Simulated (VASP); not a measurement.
# Al: single point with BLYP

The system is Al.

```xyz
1
Lattice="2.7880 0.0000 0.0000 0.0000 2.7880 0.0000 0.0000 0.0000 2.7880" Properties=species:S:1:pos:R:3 pbc="T T T"
Al    0.0000    0.0000    0.0000
```

This isn't the form of Al at room conditions, which is fcc.

| Quantity | Value |
| --- | --- |
| Program | VASP 6.6.1 |
| Task | single point |
| Functional | BLYP |
| Potentials or basis | VASP PAW PBE potentials, release 64 (Al) |
| Cutoff | 520 eV |
| k mesh | 18 × 18 × 18 |
| Occupations | fermi-dirac, width 0.1 eV |
| Spin | no spin polarisation |

```yaml
Pressure: 0.0 GPa
Band_gap_on_the_k_mesh: none (metal or under the smearing width)
```

Levels at points of the mesh, in eV from the Fermi level:
| k point | band 1 | band 2 | band 3 | band 4 | band 5 |
| --- | --- | --- | --- | --- | --- |
| (0.00, 0.00, 0.00) | -9.09 | 7.83 | 7.83 | 8.55 | 8.55 |
| (0.50, 0.00, 0.00) | -5.16 | -3.64 | 10.13 | 11.64 | 11.64 |
| (0.50, 0.50, 0.00) | -0.72 | -0.49 | -0.49 | 2.72 | 14.72 |
| (0.50, 0.50, 0.50) | 2.54 | 2.54 | 2.54 | 5.55 | 5.77 |

It took 23 s on 1 thread of Intel(R) Xeon(R) Platinum 8259CL CPU @ 2.50GHz (Skylake/Cascade Lake), with other jobs on the host, peak memory 0.15 GiB.

Caveat: the PAW data sets were made with another functional, which shifts forces and pressure a little.
